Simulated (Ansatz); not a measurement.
**LiNbO₃: where the heat goes in a short trajectory**

The calculation used Ansatz 0.2.0, DFT PBEsol, scalar-relativistic, plane waves, PAW. The runs took a 420 eV cutoff, a shifted (0.5, 0.5, 0.5 steps) 2×2×2 mesh and Fermi–Dirac smearing (0.02 eV). The mesh is coarse. No spin polarisation.

20 atoms start on the lattice sites below (V = 210.4 Å³, 1.00 times the source cell's; static pressure -0.03 GPa, largest force component 0.07 eV/Å) with velocities drawn for 150 K; Langevin thermostat aiming at the same temperature, fixed cell, 269 steps of 1.5 fs.

```
CELL_PARAMETERS angstrom
5.13456 0.00000 0.00000
0.00000 2.96444 -4.60843
0.00000 5.92888 4.60843
ATOMIC_POSITIONS crystal
Li 0.00000 0.43652 0.28174
Li 0.50000 0.93652 0.78174
Li 0.00000 0.43652 0.78174
Li 0.50000 0.93652 0.28174
Nb 0.00000 0.00138 0.99931
Nb 0.50000 0.50138 0.49931
Nb 0.00000 0.00138 0.49931
Nb 0.50000 0.50138 0.99931
O 0.87471 0.04494 0.23556
O 0.37471 0.54494 0.73556
O 0.30462 0.22427 0.41488
O 0.80462 0.72427 0.91488
O 0.82067 0.34956 0.54018
O 0.32067 0.84956 0.04018
O 0.67933 0.84956 0.54018
O 0.17933 0.34956 0.04018
O 0.12529 0.04494 0.73556
O 0.62529 0.54494 0.23556
O 0.19538 0.72427 0.41488
O 0.69538 0.22427 0.91488
```

```
t (fs) T (K) kinetic energy (meV/atom) potential energy over the first frame (meV/atom) P with the kinetic part (GPa)
   0.0    142                       18.4                                               0.0                           0.15
  28.5     80                       10.4                                               9.4                          -0.26
  57.0    117                       15.1                                              13.6                           1.97
  85.5    108                       13.9                                              17.7                           0.39
 114.0    118                       15.2                                              14.5                           0.56
 142.5    156                       20.1                                              16.6                          -1.01
 171.0    147                       19.1                                              12.1                           1.17
 199.5     91                       11.7                                              19.6                           1.13
 228.0    160                       20.7                                              21.5                          -0.69
 256.5    169                       21.9                                              19.5                           2.45
 285.0    133                       17.2                                              11.8                          -0.46
 313.5    185                       23.9                                              17.3                           1.65
 342.0    161                       20.8                                              25.1                          -0.23
 370.5    191                       24.7                                              19.2                           0.74
 399.0    137                       17.7                                              21.1                           0.39
```

T counts 3N degrees of freedom. Means over every step of the second half, not only the rows shown: T = 155 K, kinetic energy 20.1 meV/atom, potential energy 19.7 meV/atom, P = 0.61 GPa.

Does the potential energy follow equipartition for harmonic vibrations?

In a harmonic crystal each vibration holds as much potential as kinetic energy on average; T is counted on all 3N degrees of freedom here, and the thermostat also drives the centre of mass, which has no potential energy, so the share is (N − 1)/N of the kinetic energy, 19.1 meV/atom. The run has 19.7, a ratio of 1.03. That is near one, as for a crystal vibrating about its sites. So short a run gives a rough mean.

Split the rise of pressure into the kinetic part and the rest. Can a thermal Grüneisen parameter be estimated?

The program counts the kinetic part as N k_B T/V = 0.20 GPa. The pressure lies 0.64 GPa over the static one in all, so the forces add 0.44 GPa. For a harmonic mode with ω ∝ V^(−γ) and an amplitude that scales with the cell, the forces add (2γ − 2/3)U/V, which needs no equipartition; when U equals the kinetic energy K, this and the kinetic part 2K/(3V) sum to the Mie–Grüneisen γE_th/V. With U = N × 19.7 meV, γ = 1/3 + V ΔP_forces/(2U) = 1.06, for harmonic vibrations a mean over the modes weighted by their potential energy, for uniform scaling of the cell (in a layered or otherwise anisotropic crystal this differs from γ under hydrostatic pressure). Most solids fall between 1 and 3, and tetrahedral, framework and layered ones often lower; anharmonic motion and pressure swings in a cell of 20 atoms make this value uncertain by tenths or more.

Cost: 1 run of about 45 core-minutes (earlier runs that led there not counted), on Intel Xeon Processor @ 2.50GHz (Skylake/Cascade Lake) (shared hosts).